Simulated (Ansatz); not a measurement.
# Metal on semiconductor: Si/SnSe2/Ca, part 3 of 3

Wanted: barrier heights, local density of states and T(E) for Si/SnSe2/Ca. The semiconductor is Si diamond(111), undoped, with its far face capped by hydrogen, and the metal is Ca fcc(111), with SnSe2 1T layers between them (two layers in the relaxed core). After relaxation the nearest pair at the metal is Ca–Se at 2.76 Å, along the normal. The common net has a side of 3.84 Å, which strains the semiconductor by -0.7 %, the layer between by +0.0 % and the metal by -1.6 %, against typed lattice constants near PBE's. The first steps treat the bulk crystals alone.

Ansatz 0.2.0; PBE+D3(BJ) DFT, plane waves, PAW files (the session's first sound run).

So far. Step 7 (The contact's transmission, atomic planes in the …): The semiconductor's channels close between -0.35 and +0.25 eV. In the worse lead the potential repeats within 16 meV, which the program lets pass. At one or more of this run's solves the program warned of density in the dipole ramp over its bound, where dipole, forces and levels can be off. Step 9 (The first cell with another functional): The semiconductor's channels close between -0.25 and +0.20 eV.

## (10) A check of the settings

This step: PBE DFT, plane waves, PAW files; ballistic transmission by layer matching between semi-infinite leads; changed: output.transmission.e_range = [-0.1, 0.1], output.transmission.de = 0.1 (Ansatz 0.2.0).

This run repeats an earlier one, its twin (the mis run, 3 atomic planes between the electrodes), with two settings changed (output.transmission.e_range, output.transmission.de; files written aside). It is meant to test what the energy window and step decide. Where the input is shown as a difference, that is against the step before, not the twin.

input.yaml

```yaml
crystal:
  lattice:
    - [3.84, 0.0, 0.0]
    - [-1.92, 3.3255375505, 0.0]
    - [0.0, 0.0, 65.484841579]
  atoms:
    - { symbol: Si, position: [0.0, 0.0, 0.1298010317] }
    - { symbol: Si, position: [0.33333333, 0.66666667, 0.1416980968] }
    - { symbol: Si, position: [0.33333333, 0.66666667, 0.1775531119] }
    - { symbol: Si, position: [0.66666667, 0.33333333, 0.189450177] }
    - { symbol: Si, position: [0.66666667, 0.33333333, 0.225305192] }
    - { symbol: Si, position: [0.0, 0.0, 0.2372022571] }
    - { symbol: Si, position: [0.0, 0.0, 0.2730572722] }
    - { symbol: Si, position: [0.33333333, 0.66666667, 0.2849543373] }
[... 13 atom lines left out ...]
    - { symbol: Ca, position: [0.33333333, 0.66666667, 0.7975250093] }
    - { symbol: Ca, position: [0.66666667, 0.33333333, 0.845315021] }
    - { symbol: Ca, position: [0.0, 0.0, 0.8931050327] }
    - { symbol: H, position: [0.0, 0.0, 0.1068949673] }
kpoints:
  mp_grid: { grid: [8, 8, 1] }
scf:
  occupations: { method: fermi_dirac, width: 0.1 }
  max_iter: 150
hamiltonian:
  xc: pbe
efield:
  axis: 3
  dipole_correction: true
output:
  transmission:
    kmesh: [12, 12]
    e_range: [-0.1, 0.1]
    de: 0.1
    leads: [[4, 6], [20, 21]]
  dos: { projected: true, e_range: [-6, 5], de: 0.05 }
  write_potential: true
  write_density: true
  volumetric_format: npy
```

The run is started by

```sh
> ansatz run input.yaml --threads 4 --pin off --max-ram 16384MiB --backend cpu --events-out ev --progress --plain --runs-dir out
```

Elapsed: 60 s, on 4 threads of Arm Neoverse V2, shared host; peak memory 2.7 GiB.

Numbers from this step:

| Quantity | Value |
| --- | --- |
| free energy | -40960.5650 eV |
| Fermi energy | 4.331 eV |
| potential step in the lower lead | 5.9 meV |
| potential step in the upper lead | 7.6 meV |

One spin. The transmission, zone mean stays at 0 for energy from -0.1 to 0.1 eV.

One spin. Table of open channels, zone mean by energy, zero at the Fermi level:

| energy (eV) | lower lead | upper lead |
| --- | --- | --- |
| -0.1000 | 0 | 0.694 |
| 0.0000 | 0 | 1.11 |
| 0.1000 | 0 | 0.736 |

Projected DOS an atom over height of the atomic layer and energy from the Fermi level. Layers: H Si Si Si Si Si Si Si Si Si Si Si Si Se Sn Se Ca Ca Ca Ca Ca Ca Ca Ca Ca; projections on atoms miss part of the total, and the computed bands can run out at the top of the range; a column is the mean of 2 neighbouring layers, the last of those left over.

Values in states/eV, 22 rows by 13 columns, each cell a mean:
```
0.07 0.18 0.23 0.25 0.28 0.23 0.28 0.24 0.04 0.02 0.03 0.02 0.04
0.02 0.08 0.12 0.11 0.12 0.10 0.06 0.05 0.11 0.06 0.07 0.07 0.11
0.00 0.01 0.03 0.04 0.04 0.03 0.05 0.09 0.25 0.16 0.13 0.09 0.11
0.00 0.00 0.00 0.01 0.02 0.06 0.28 0.52 0.29 0.15 0.16 0.19 0.24
0.00 0.01 0.02 0.03 0.05 0.11 0.39 0.48 0.51 0.50 0.50 0.49 0.57
0.06 0.10 0.11 0.09 0.08 0.13 0.44 0.53 0.52 0.54 0.57 0.60 0.63
0.10 0.18 0.22 0.24 0.22 0.22 0.47 0.36 0.50 0.62 0.60 0.55 0.55
0.14 0.28 0.33 0.34 0.31 0.28 0.48 0.66 0.47 0.60 0.61 0.68 0.57
0.23 0.48 0.51 0.48 0.44 0.35 0.51 0.52 0.31 0.42 0.40 0.36 0.46
0.31 0.71 0.72 0.69 0.74 0.63 0.67 0.59 0.34 0.34 0.39 0.37 0.44
0.29 0.67 0.61 0.55 0.56 0.60 0.74 0.76 0.30 0.49 0.40 0.49 0.40
0.38 0.87 0.59 0.71 0.68 0.78 0.69 0.69 0.17 0.23 0.27 0.20 0.24
0.36 0.79 0.74 0.75 0.69 0.60 0.62 0.67 0.18 0.25 0.24 0.27 0.26
0.37 0.65 0.65 0.57 0.71 0.72 0.79 1.03 0.23 0.24 0.26 0.25 0.20
0.45 0.60 0.64 0.60 0.59 0.59 0.64 0.85 0.19 0.11 0.12 0.12 0.11
0.39 0.45 0.52 0.63 0.56 0.57 0.66 0.70 0.09 0.14 0.14 0.14 0.05
0.49 0.47 0.40 0.46 0.49 0.44 0.61 0.61 0.02 0.01 0.01 0.01 0.00
0.61 0.50 0.49 0.40 0.37 0.37 0.58 0.38 0.01 0.00 0.00 0.00 0.00
0.05 0.09 0.12 0.13 0.19 0.28 0.60 0.41 0.01 0.00 0.00 0.00 0.00
0.10 0.11 0.16 0.15 0.15 0.19 0.30 0.28 0.01 0.00 0.00 0.00 0.00
0.12 0.13 0.19 0.18 0.15 0.18 0.12 0.07 0.00 0.00 0.00 0.00 0.00
0.09 0.14 0.18 0.17 0.15 0.16 0.10 0.05 0.00 0.00 0.00 0.00 0.00
```
Columns: height of the atomic layer (Å) from 7.75 to 58.5 (not evenly spaced); rows upwards: energy from the Fermi level (eV) from -6 to 1.1.

At one or more of this run's solves the program warned of density in the dipole ramp over its bound, where dipole, forces and levels can be off.

## (11) Summary of results

```json
{
  "valence edge of the semiconductor lead against the Fermi level, 3 planes": "-0.35 eV",
  "conduction edge of the semiconductor lead against the Fermi level, 3 planes": "+0.25 eV",
  "valence edge of the semiconductor lead against the Fermi level, 6 planes": "-0.35 eV",
  "conduction edge of the semiconductor lead against the Fermi level, 6 planes": "+0.25 eV",
  "valence edge of the semiconductor lead against the Fermi level, 9 planes": "-0.35 eV",
  "conduction edge of the semiconductor lead against the Fermi level, 9 planes": "+0.25 eV",
  "valence edge of the semiconductor lead against the Fermi level, LDA": "-0.25 eV",
  "conduction edge of the semiconductor lead against the Fermi level, LDA": "+0.20 eV"
}
```

In words: The metal's Fermi level lies in the gap of the semiconductor, 0.25 eV under the first conduction channel and 0.35 eV over the last valence one, as read in the lead, away from the contact; bands can bend on the way there. The edges are read from the typed mesh and energy grid, to 0.05 eV at best. Adding 6 atomic planes to the layer under the metal moves the conduction edge by +0.00 eV, about one grid step or less. LDA moves the edges to -0.25 and +0.20 eV, 0.45 eV apart on the grid against 0.60 eV. The semiconductor is undoped and only a few nanometres thick, with its far face capped by hydrogen. A semilocal functional narrows gaps, and the two barriers add up to the gap, so their sum is too small. No spin-orbit coupling, phonons, disorder or image charges enter; the interfaces are ordered, one cell wide and lattice-matched by strain. Semilocal gaps are too small, which can bring a band edge of the barrier nearer to the Fermi level than it is.

[Logs are printed without paths, hosts, clocks, repeated set-up lines and the standing remarks that a program may print on its own settings, such as how far it seeks lower states.]

[Hosts, paths, dates, database ids (printed as entryN), source tags and the programs' standing remarks are cut or masked in the printed files.]
